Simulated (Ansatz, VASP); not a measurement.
# MnO in VASP and in Ansatz

```xyz
2
Lattice="0.0000 2.2239 2.2239 2.2239 0.0000 2.2239 2.2239 2.2239 0.0000" Properties=species:S:1:pos:R:3 pbc="T T T"
Mn    0.0000    0.0000    0.0000
O     2.2239    2.2239    2.2239
```

The cell is a database's computed one.

Alike in both runs: functional BLYP; k mesh 6 × 6 × 6; occupations fermi-dirac, width 0.05 eV; collinear spin.

|  | VASP | Ansatz |
| --- | --- | --- |
| version | VASP 6.6.1 | Ansatz 0.2.0 |
| potentials or method | VASP PAW PBE potentials, release 64 (Mn_pv, O) | Ansatz PAW |
| plane-wave cutoff (eV) | 520 | 420 |
| valence electrons in the cell | 19 | 21 |
| task | single point | band structure |

Ansatz gave:

```
gap on the k mesh at the Fermi level (eV)                     : none
pressure (GPa)                                                : 3.7
net moment per atom (μB)                                      : 2.35
size of the moment on the site where the two differ most (μB) : 4.01
```

Question: What did VASP give for the same quantities?

Answer: gap on the k mesh at the Fermi level (eV): none; pressure (GPa): 3.8; net moment per atom (μB): 2.35; size of the moment on the site where the two differ most (μB): 4.27.

Site moments also hang on the region over which each program counts them. A gap of «none» marks a metal or a gap that the smearing closes. The two sets of potentials don't hold the same shells in valence.

Caveats: the k mesh is coarse (spacing up to 0.41 Å⁻¹), so the values aren't converged; a cell with one magnetic atom can't hold antiferromagnetic order, which such compounds often take; semilocal functionals often make such compounds metallic where correlation or magnetic order opens a gap, which also shifts bond lengths; the PAW data sets were made with another functional, which shifts forces and pressure a little (VASP); the pressure holds a Pulay correction of +0.7 GPa for the finite cutoff (Ansatz); the PAW data sets come from PBE, with cores solved anew for the run's functional, which leaves a small shift of forces and pressure (Ansatz).
